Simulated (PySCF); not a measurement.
SiC (Moissanite):

```xyz
4
Lattice="3.0760 0.0000 0.0000 -1.5380 2.6639 0.0000 0.0000 0.0000 5.0480" Properties=species:S:1:pos:R:3 pbc="T T T"
Si    1.5380    0.8880    2.5240
Si    0.0000    1.7759    0.0000
C     1.5380    0.8880    4.4675
C     0.0000    1.7759    1.9435
```

Base run:

| Quantity | Value |
| --- | --- |
| Program | PySCF 2.14.0 |
| Functional | PBEsol |
| Potentials or basis | DZVP-MOLOPT-SR/GTH-PBE (potentials made for PBE) |
| k mesh | 10 × 10 × 5 |
| Occupations | fermi-dirac, width 0.05 eV |
| Spin | no spin polarisation |

Its results: band gap on the k mesh 2.38 eV, indirect (least direct gap 3.98 eV).

Q: The run is repeated on the same cell with these changes: functional from PBEsol to PBE. What comes out?

A: Band gap on the k mesh 2.55 eV, indirect (least direct gap 4.11 eV).

Caveats: an odd mesh through Γ misses points on the zone boundary, where band edges often lie; the basis of atomic orbitals isn't converged, which shifts pressures, moduli and gaps.
